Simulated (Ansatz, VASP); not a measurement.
Given: the input of a run of VASP 6.6.1 on SiC (Moissanite).

Contents of INCAR:

```
  PREC = Accurate
  ENCUT = 520
  EDIFF = 1E-7
  ISMEAR = -1
  SIGMA = 0.05
  LREAL = False
  LASPH = True
  NELM = 100
  ALGO = Normal
  ISIF = 2
  LWAVE = False
  LCHARG = False
  GGA = PE
  NBANDS = 16
```

The input KPOINTS:

```
Automatic mesh
0
Gamma
  10 10 5
```

Contents of POSCAR:

```
SiC
1.0
    3.0760000000      0.0000000000      0.0000000000
   -1.5380000000      2.6638941420      0.0000000000
    0.0000000000      0.0000000000      5.0480000000
Si C
2 2
Direct
    0.6617620000      0.3240020000      0.5082360000
    0.3343980000      0.6606290000      0.0013330000
    0.6868250000      0.3392420000      0.8874670000
    0.3421420000      0.6690940000      0.3800230000
```

Potentials or basis: VASP PAW PBE potentials, release 64 (Si, C).

Command:

```sh
$ cat potpaw_PBE.64/Si/POTCAR potpaw_PBE.64/C/POTCAR > POTCAR
$ mpirun -np 1 vasp_std > vasp.out
```

Question: Translate it to Ansatz 0.2.0. Potentials there: Ansatz PAW.

Answer: As run (the cutoff follows the program's own potentials):

input.yaml

```yaml
crystal:
  lattice:
    - [3.076, 0.0, 0.0]
    - [-1.538, 2.663894142, 0.0]
    - [0.0, 0.0, 5.048]
  atoms:
    - { symbol: Si, position: [0.661762, 0.324002, 0.508236] }
    - { symbol: Si, position: [0.334398, 0.660629, 0.001333] }
    - { symbol: C, position: [0.686825, 0.339242, 0.887467] }
    - { symbol: C, position: [0.342142, 0.669094, 0.380023] }
hamiltonian:
  xc: pbe
  pseudopotentials: { kind: paw }
kpoints:
  mp_grid: { grid: [10, 10, 5] }
scf:
  occupations: { method: fermi_dirac, width: 0.05 }
output:
  forces: true
  stress: true
  eigenvalues: true
```

Potentials or basis: Ansatz PAW.

Command:

```bash
$ ansatz run input.yaml --threads 1 --pin off --max-ram 3584MiB --backend cpu --events-out ev --progress --plain --runs-dir out
```

Both were run:

|  | VASP | Ansatz | Ansatz less VASP |
| --- | --- | --- | --- |
| gap on the k mesh at the Fermi level (eV) | 2.35 | 2.35 | +0.003 |
| least direct gap on the mesh (eV) | 3.96 | 3.96 | +0.004 |
| pressure (GPa) | 3.7 | 3.8 | +0.06 |
| largest component of the traceless stress (GPa) | 1.57 | 1.58 | +0.014 |
| rms of the force components (eV/Å) | 0.687 | 0.687 | +0.0002 |

Atom by atom the forces differ by 0.001 eV/Å (rms over components).

Caveats: an odd mesh through Γ misses points on the zone boundary, where band edges often lie (VASP); odd divisions of the mesh miss points on the zone boundary, where band edges often lie, so the gap on the mesh can be too wide (Ansatz).
